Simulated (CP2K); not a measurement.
Ge:

```xyz
2
Lattice="2.9911 0.0000 0.0000 -1.5105 2.5817 0.0000 0.0000 0.0000 4.7276" Properties=species:S:1:pos:R:3 pbc="T T T"
Ge   -0.0095    1.7208    1.1819
Ge    1.4901    0.8609    3.5457
```

This isn't the form of Ge at room conditions, which is diamond.

| Property | Result |
| --- | --- |
| Program | CP2K 2026.2 |
| Task | relaxation of cell and atoms |
| Functional | LDA |
| Potentials or basis | GTH_POTENTIALS Ge GTH-PADE-q4; TZVP-MOLOPT-PBE-GTH basis |
| Density cutoff | 6123 eV |
| k mesh | 8 × 8 × 5 |
| Occupations | fermi-dirac, width 0.01 eV |
| Spin | no spin polarisation |

At the start: pressure -0.7 GPa; volume 18.25 Å³/atom.

Task: Where does the relaxation end?

Result: Over 36 steps the energy falls by 153.8 meV/atom and the volume is 17.79 Å³/atom (-2.5 %); space group Cmmm (No. 65, to 0.05 Å).

The path:
```tsv
step	energy change (eV)	largest force (eV/Å)	volume (Å³)
1	0.0000	0.0278	36.51
2	-0.0003	0.0291	36.48
3	-0.0114	0.0122	34.91
4	-0.0058	0.0217	34.10
5	-0.0132	0.0163	34.80
6	-0.0144	0.0169	34.83
7	-0.0363	0.0272	35.63
8	-0.0584	0.0064	36.52
9	-0.0594	0.0026	36.48
10	-0.0605	0.0021	36.37
11	-0.0679	0.0184	35.72
12	-0.0731	0.0323	35.42
13	-0.0792	0.0532	35.58
14	-0.0420	0.1186	33.54
15	-0.0395	0.1106	35.35
16	-0.0707	0.0533	37.39
17	-0.0877	0.0805	36.13
18	-0.0915	0.0971	35.84
19	0.0310	0.0862	39.90
20	0.0210	0.1561	34.44
21	-0.0875	0.1064	35.70
22	-0.0788	0.0486	35.86
23	-0.0921	0.1037	35.95
24	-0.0836	0.1047	35.90
25	-0.0952	0.1070	35.92
26	-0.0956	0.1081	35.87
27	-0.0937	0.1109	35.41
28	-0.0978	0.1145	35.65
29	-0.0990	0.1189	35.64
30	-0.2091	0.2275	35.53
31	-0.2901	0.0529	35.54
32	-0.3044	0.0260	35.62
33	-0.3073	0.0098	35.48
34	-0.3077	0.0003	35.56
35	-0.3077	0.0005	35.58
36	-0.3077	0.0005	35.58
```

Final structure:
```yaml
crystal:
  lattice:
    - [2.77867, 0.00000, 0.00000]
    - [-1.31804, 2.47080, 0.00000]
    - [0.00000, 0.00000, 5.18310]
  atoms:
    - { symbol: Ge, position: [0.50027, 0.49973, 0.25000] }
    - { symbol: Ge, position: [0.49973, 0.50027, 0.75000] }
```

Caveat: the basis of atomic orbitals isn't converged, which shifts pressures, moduli and gaps.
